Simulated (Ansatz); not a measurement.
# (BeTe)2(CuCl)2 [001] superlattice, started as zinc blende: a soft mode frozen in

Which phase does (BeTe)2(CuCl)2 [001] superlattice, started as zinc blende fall into along its unstable mode, and how much energy does it gain?

Method: DFT LDA, scalar-relativistic, plane waves, PAW, in Ansatz 0.2.0.

This is a report of a sequence of runs, with most program output left out.

The structure was built from a prototype and need not be the compound's stable phase.

## (1) Set-up

It takes space group Pmm2 (No. 25, orthorhombic). The conventional cell has a = 3.871 Å, b = 3.938 Å, c = 10.339 Å, α = 90.00°, β = 90.00°, γ = 90.00°. Nearest to Be lie 2 Cl at 2.25 Å and 2 Te at 2.34 Å. Nearest to Be lie 4 Te at 2.35 to 2.45 Å. Nearest to Cl lie 4 Cu at 2.22 to 2.36 Å. Cl has 2 Be at 2.25 Å and 2 Cu at 2.35 Å nearest. Nearest to Cu lie 2 Cl at 2.36 Å and 2 Te at 2.44 Å. Nearest to Cu lie 4 Cl at 2.22 to 2.35 Å. Farther neighbours and most contacts between anions are not listed.

## (2) Modes at Γ

The cell comes from relaxations at this level that are not shown. The zone centre is the only wavevector solved here; it holds the modes that light can see, as far as symmetry allows. No field response is asked, since the mesh shows no gap.

input.yaml reads:

```yaml
crystal:
  lattice:
    - [2.7374255201, 2.7374255201, 0.0]
    - [-2.7842679642, 2.7842679642, 0.0]
    - [0.0, 0.0, 10.3385535665]
  atoms:
    - { symbol: Be, position: [0.0, 0.0, -0.0189889701] }
    - { symbol: Be, position: [0.5, 0.5, 0.2485454693] }
    - { symbol: Cl, position: [0.5, 0.0, 0.6476051841] }
    - { symbol: Cl, position: [1.0, 0.5, 0.8750092023] }
    - { symbol: Cu, position: [0.0, 0.0, 0.5166493212] }
    - { symbol: Cu, position: [0.5, 0.5, 0.7464496367] }
    - { symbol: Te, position: [0.5, 0.0, 0.1081335024] }
    - { symbol: Te, position: [1.0, 0.5, 0.3765966541] }
kpoints:
  mp_grid: { grid: [12, 12, 4] }
hamiltonian:
  xc: lda
scf:
  occupations: { method: methfessel_paxton, width: 0.2 }
output:
  eigenvalues: true
phonons:
  method: dfpt
```

Command:

```bash
$ ansatz run input.yaml --threads 4 --pin off --max-ram 14336MiB --backend cpu --events-out ev --progress --plain --runs-dir out
```

The job ended after 20 min (4 threads of Arm Neoverse V1, shared host; peak memory 5.7 GiB).

Numbers from this step:

| Item | Value |
| --- | --- |
| volume per atom | 19.70 Å³ |
| gap on the k-mesh | 0 eV |
| sum-rule residual before enforcement | 6.02e-5 eV/Å² |
| point group | mm2 |
| highest optical mode at the zone centre (no LO-TO term) | 535.2 cm⁻¹ |
| lowest optical zone-centre mode | -185.0 cm⁻¹ |

Patterns of degenerate modes are one choice out of their space. Modes at Γ, with each element's share of the kinetic energy (negative means imaginary):

```
mode  frequency (cm⁻¹)  symmetry  Be %  Cl %  Cu %  Te %
   1            -185.0        B2    82    18     0     0
   2               0.0  acoustic     4    15    27    54
   3               0.0  acoustic     4    15    27    54
   4               0.0  acoustic     4    15    27    54
   5              19.9        B1     0    12    87     1
   6              45.4        B2     0    19    63    18
   7              51.0        B1     2     2    59    37
   8              59.0        B2     4    12    20    64
   9              80.6        B1     6     1     4    90
  10              90.9        A1     1     4    76    20
  11             111.0        A1     2     7    31    60
  12             119.6        B2    17    63     1    19
  13             141.7        B1     0    81    14     5
  14             175.4        A1     1    22    41    36
  15             181.3        A1     0    57    23    21
  16             195.6        B1     0    90     9     1
  17             220.0        B2     0     0    62    38
  18             228.3        A1     1    93     3     4
  19             297.1        B2     0    72    27     0
  20             384.8        B2    93     0     0     7
  21             463.7        A1    94     1     0     5
  22             518.2        B1    94     0     0     6
  23             527.2        A1    98     1     0     2
  24             535.2        B1    94     0     0     6
```

Displacements in mode 1 (-185.0 cm⁻¹), the largest set to 1:
```
Be1  1.00 -1.00  0.00
Be2  0.02 -0.02  0.00
Cl3 -0.04  0.04  0.00
Cl4 -0.23  0.23  0.00
Cu5  0.00  0.00  0.00
Cu6  0.00  0.00  0.00
Te7  0.00  0.00  0.00
Te8  0.00  0.00  0.00
```

Displacements in mode 20 (384.8 cm⁻¹), the largest set to 1:
```
Be1 -0.01  0.01  0.00
Be2 -1.00  1.00  0.00
Cl3  0.01 -0.01  0.00
Cl4 -0.03  0.03  0.00
Cu5 -0.01  0.01  0.00
Cu6  0.00  0.00  0.00
Te7  0.07 -0.07  0.00
Te8  0.01 -0.01  0.00
```

Before it was imposed, the acoustic sum rule was missed by 6.0e-5 eV/Å². Small misses are needed for a sound result but don't prove that mesh and cutoff are converged. The lowest optical mode is imaginary, 185.0i cm⁻¹, so the energy falls along it.

## (3) The mode frozen in, largest atomic shift 0 Å

The mode followed lies at Γ with frequency 185.0i cm⁻¹, the softest among the wavevectors solved. At small amplitude the distorted cell has space group no. 6 by a symmetry search on the positions. The undistorted cell that holds it gives the zero of energy on the same k mesh.

input.yaml reads:

```yaml
crystal:
  lattice:
    - [2.7374255201, 2.7374255201, 0.0]
    - [-2.7842679642, 2.7842679642, 0.0]
    - [0.0, 0.0, 10.3385535665]
  atoms:
    - { symbol: Be, position: [0.0, 0.0, 0.9810110299] }
    - { symbol: Be, position: [0.5, 0.5, 0.2485454693] }
    - { symbol: Cl, position: [0.5, 0.0, 0.6476051841] }
    - { symbol: Cl, position: [0.0, 0.5, 0.8750092023] }
    - { symbol: Cu, position: [0.0, 0.0, 0.5166493212] }
    - { symbol: Cu, position: [0.5, 0.5, 0.7464496367] }
    - { symbol: Te, position: [0.5, 0.0, 0.1081335024] }
    - { symbol: Te, position: [0.0, 0.5, 0.3765966541] }
kpoints:
  mp_grid: { grid: [12, 12, 4] }
hamiltonian:
  xc: lda
scf:
  occupations: { method: methfessel_paxton, width: 0.2 }
output:
  forces: true
  stress: true
  eigenvalues: true
```

Wall time 56 s (4 threads); peak memory 1 GiB.

This step gave:

* pressure: -1.93e-4 GPa
* energy from the undistorted cell: 0 meV/atom

The run ends at a pressure of 0.00 GPa, with forces up to 3.8e-4 eV/Å.

## (4) The mode frozen in, largest atomic shift 0.22 Å

The atoms are moved along the unstable eigenvector, the largest shift by 0.22 Å, with the cell fixed.

input.yaml, the sections that differ from step 3:

```yaml
crystal:
  lattice:
    - [2.7374255201, 2.7374255201, 0.0]
    - [-2.7842679642, 2.7842679642, 0.0]
    - [0.0, 0.0, 10.3385535665]
  atoms:
    - { symbol: Be, position: [0.0, -0.0558723132, 0.9810110299] }
    - { symbol: Be, position: [0.5, 0.4988966734, 0.2485454693] }
    - { symbol: Cl, position: [0.5, 0.0022562433, 0.6476051841] }
    - { symbol: Cl, position: [0.0, 0.5128823013, 0.8750092023] }
    - { symbol: Cu, position: [0.0, -0.0001833495, 0.5166493212] }
    - { symbol: Cu, position: [0.5, 0.5002623635, 0.7464496367] }
    - { symbol: Te, position: [0.5, -0.0002693393, 0.1081335024] }
    - { symbol: Te, position: [0.0, 0.5000482772, 0.3765966541] }
# kpoints, hamiltonian, scf, output: as in step 3
```

Elapsed: 55 s, on 4 threads; peak memory 1.2 GiB.

Numbers from this step:

- pressure: 0.3434 GPa
- gap on the k-mesh: 0.1105 eV
- energy from the undistorted cell: -1.89 meV/atom

The energy, extrapolated to zero smearing, is -1.89 meV/atom against the undistorted cell.

The run ends at a pressure of 0.34 GPa, with forces up to 0.34 eV/Å.

## (5) Energy along the mode, all amplitudes (two of the runs are shown above)

An imaginary frequency means negative curvature, so the energy should fall and then rise again as anharmonic terms take over.

Numbers from this step:

| Property | Result |
| --- | --- |
| depth at the lowest point sampled | 1.89 meV/atom |
| largest atomic shift at that point | 0.22 Å |

Table of energy from the parent by largest atomic shift:

```csv
largest atomic shift (Å),energy from the parent (meV/atom)
0.000,0
0.040,-0.137
0.080,-0.518
0.140,-1.33
0.220,-1.89
0.320,1.36
0.450,21.6
```

Displacement at unit largest shift by atom:

| atom | x (Å) | y (Å) | z (Å) | size |
| --- | --- | --- | --- | --- |
| Be1 | 0.707 | -0.707 | 0.000 | 1.000 |
| Be2 | 0.014 | -0.014 | 0.000 | 0.020 |
| Cl3 | -0.029 | 0.029 | 0.000 | 0.041 |
| Cl4 | -0.163 | 0.163 | 0.000 | 0.231 |
| Cu5 | 0.002 | -0.002 | 0.000 | 0.003 |
| Cu6 | -0.003 | 0.003 | 0.000 | 0.004 |
| Te7 | 0.003 | -0.003 | 0.000 | 0.004 |
| Te8 | -0.001 | 0.001 | 0.000 | 0.001 |

The lowest of the steps tried is at 0.22 Å, 1.89 meV/atom below the parent; the bottom of the well need not coincide with a step.

## (6) Relaxation from the frozen mode

Starting from the lowest point found, all atoms and the cell are let go, so that strain and other modes of the same symmetry can join in.

input.yaml: that of step 4 with these lines changed.

```diff
@@ -24 +24,6 @@
   eigenvalues: true
+relax:
+  adjacent_minimum: "off"
+  f_tol: 0.002
+  max_steps: 120
+  cell: { stress_tol: 0.03 }
```

Wall time 9.6 min (4 threads); peak memory 1.3 GiB; 38 min of CPU time.

The steps of the relaxation:

```csv
step,energy less that of the first step (eV),largest force component (eV/Å),pressure (GPa),volume (Å³)
1,0.0000,0.3350,0.34,157.60
2,-0.0167,0.0923,0.21,158.48
3,-0.0278,0.1616,-0.07,159.75
4,-0.0392,0.1892,-0.20,160.81
5,-0.0511,0.1361,-0.37,163.23
6,-0.0503,0.0764,0.37,161.98
7,-0.0584,0.0062,0.01,162.45
8,-0.0585,0.0025,0.00,162.41
9,-0.0585,0.0011,0.00,162.38
10*,-0.0598,0.0011,0.00,162.38
```

Relaxation steps marked * repeat the geometry before them on a plane-wave basis chosen anew for their cell, so energy and pressure can jump there. Relaxation step 6 was tried and not accepted.

The run keeps the 2 symmetry operations that it works with, so distortions that break them were not tested.

| cell as run | before | after | change |
| --- | --- | --- | --- |
| a (Å) | 3.871 | 3.875 | +0.1 % |
| b (Å) | 3.938 | 4.063 | +3.2 % |
| c (Å) | 10.339 | 10.318 | -0.2 % |
| α (°) | 90.00 | 91.82 | +2.0 % |
| volume (Å³/atom) | 19.70 | 20.30 | +3.0 % |

The atoms that moved most (Å, as changes of fractional coordinates times the final cell):

```csv
atom,dx,dy,dz,length
Be1,0.209,-0.209,0.161,0.336
Cu6,-0.098,0.098,-0.115,0.180
Cl4,-0.030,0.030,-0.120,0.127
Cl3,-0.068,0.068,-0.025,0.099
Te7,0.034,-0.034,0.053,0.072
Cu5,-0.041,0.041,-0.038,0.070
Be2,0.004,-0.004,0.043,0.044
Te8,-0.009,0.009,0.041,0.043
```

This step gave:

- pressure: -6.51e-4 GPa
- volume per atom: 20.30 Å³
- gap on the k-mesh: 0.7235 eV

The distorted start has space group Pm; the relaxation ends in Pm.

## (7) The new phase in its own primitive cell

The relaxed structure is symmetrised, reduced to its primitive cell and relaxed tightly, as its phonons need.

input.yaml reads:

```yaml
crystal:
  lattice:
    - [4.0628350713, 0.0, 0.0]
    - [0.0, 3.8754912781, 0.0]
    - [-0.3275275708, 0.0, 10.3128491301]
  atoms:
    - { symbol: Be, position: [0.8720329397, 0.0, 0.996134659] }
    - { symbol: Be, position: [0.4976611563, 0.5, 0.2527263949] }
    - { symbol: Cl, position: [0.0257625819, 0.5, 0.6453132749] }
    - { symbol: Cl, position: [0.5229486603, 0.0, 0.8634639735] }
    - { symbol: Cu, position: [0.0140553294, 0.0, 0.5130815727] }
    - { symbol: Cu, position: [0.5340639662, 0.5, 0.7355206822] }
    - { symbol: Te, position: [0.988024069, 0.5, 0.1131894706] }
    - { symbol: Te, position: [0.5034721539, 0.0, 0.3805699722] }
kpoints:
  mp_grid: { grid: [6, 6, 4] }
hamiltonian:
  xc: lda
scf:
  occupations: { method: fixed }
output:
  forces: true
  stress: true
  eigenvalues: true
relax:
  adjacent_minimum: "off"
  f_tol: 0.001
  max_steps: 60
  cell: { stress_tol: 0.01 }
```

Wall time 83 s (4 threads); peak memory 0.71 GiB; 5.4 min of CPU time.

Little changed from the start: no atom moved by 0.005 Å and no cell edge by 0.1 %.

Numbers from this step:

```yaml
pressure: -7.97e-4 GPa
gap_on_the_k_mesh: 0.7299 eV
direct_gap_on_mesh: 0.7299 eV
```

The largest force component left is 0.80 meV/Å and the pressure is -0.001 GPa, within the tolerances set. The cell now holds 20.30 Å³/atom.

## (8) Modes of the new phase, k-mesh 6×6×4, occupations fixed

A relaxed structure may still be a saddle point, so its zone-centre modes are computed. The response to a homogeneous field gives the Born charges and the dielectric tensor, and its change with displacement the Raman tensors.

input.yaml reads:

```yaml
crystal:
  lattice:
    - [4.0642431638, 0.0, -0.0001132442]
    - [0.0, 3.8769335477, 0.0]
    - [-0.3279285369, 0.0, 10.3055800953]
  atoms:
    - { symbol: Be, position: [0.8721285906, 0.0, 0.99613575] }
    - { symbol: Be, position: [0.4976357596, 0.5, 0.2527472844] }
    - { symbol: Cl, position: [0.0256451783, 0.5, 0.645351195] }
    - { symbol: Cl, position: [0.522971926, 0.0, 0.8634522295] }
    - { symbol: Cu, position: [0.0141886944, 0.0, 0.5130809626] }
    - { symbol: Cu, position: [0.5339670421, 0.5, 0.7355240926] }
    - { symbol: Te, position: [0.9878997027, 0.5, 0.1131610212] }
    - { symbol: Te, position: [0.503583963, 0.0, 0.3805474647] }
kpoints:
  mp_grid: { grid: [6, 6, 4] }
hamiltonian:
  xc: lda
scf:
  occupations: { method: fixed }
output:
  eigenvalues: true
phonons:
  method: dfpt
  dielectric: true
  rigid_motions: translations
  raman: true
```

Run time: 46 min. Hardware: 4 threads; peak memory 4.2 GiB.

The run was cut off at the time limit after its SCF cycle had converged; no result of it is taken.

The program's message: “Warning: RAYON”

## (9) The phases reached

The phases reached along the modes that were followed are set side by side.

Energies are those of the first relaxation, on the mesh of the frozen mode; space group, volume and gap are those of the last relaxation. Phases, by row:

| mode frozen in | space group | energy from parent (meV/atom) | volume (Å³/atom) | gap on mesh (eV) | lowest zone-centre optical mode (cm⁻¹) | largest shift (Å) |
| --- | --- | --- | --- | --- | --- | --- |
| parent | Pmm2 | 0 | 19.7 | 0 | – | – |
| q = (0, 0, 0), 185i cm⁻¹ | Pm | -9.25 | 20.3 | 0.73 | – | 0.527 |

## (10) Results

| Item | Value |
| --- | --- |
| unstable mode of the parent | q = (0, 0, 0), 185i cm⁻¹ |
| depth at the lowest point sampled | 1.89 meV/atom |
| largest atomic shift at that point | 0.22 Å |
| space group reached (within 0.01 Å) | Pm |
| energy gained over the parent (first relaxation, on the mesh of the frozen mode) | 9.25 meV/atom |
| volume per atom, phase reached | 20.3 Å³ |
| gap on the k-mesh, phase reached | 0.730 eV |

What this shows: Along this mode the structure falls into Pm, 9.25 meV/atom below the parent. At the parent's cell the well is 1.89 meV/atom deep on the steps tried, with its lowest point at a shift of 0.22 Å. Relaxing atoms and cell changes the gain by +7.36 meV/atom against the lowest step (energies at zero smearing). Most of the total comes from this relaxation. The modes of the phase reached were not computed on this path. Each path keeps the symmetry of its pattern, so a lower phase may lie along a pattern not tried. With no gap, or one that is small against the smearing, the frequencies hang on the k mesh and the smearing, most of all near Kohn anomalies. A semilocal functional can close a gap that the real compound would have, so the metallic treatment may be an artefact of the level. Spin-orbit coupling is left out, which can matter for the heavy elements here. The starting cell was built on a prototype and not taken from a measurement, so the phase need not exist.

[Logs are printed without paths, hosts, clocks, repeated set-up lines and the standing remarks that a program may print on its own settings, such as how far it seeks lower states.]

[Hosts, paths, dates, database ids (printed as entryN), source tags and the programs' standing remarks are cut or masked in the printed files.]
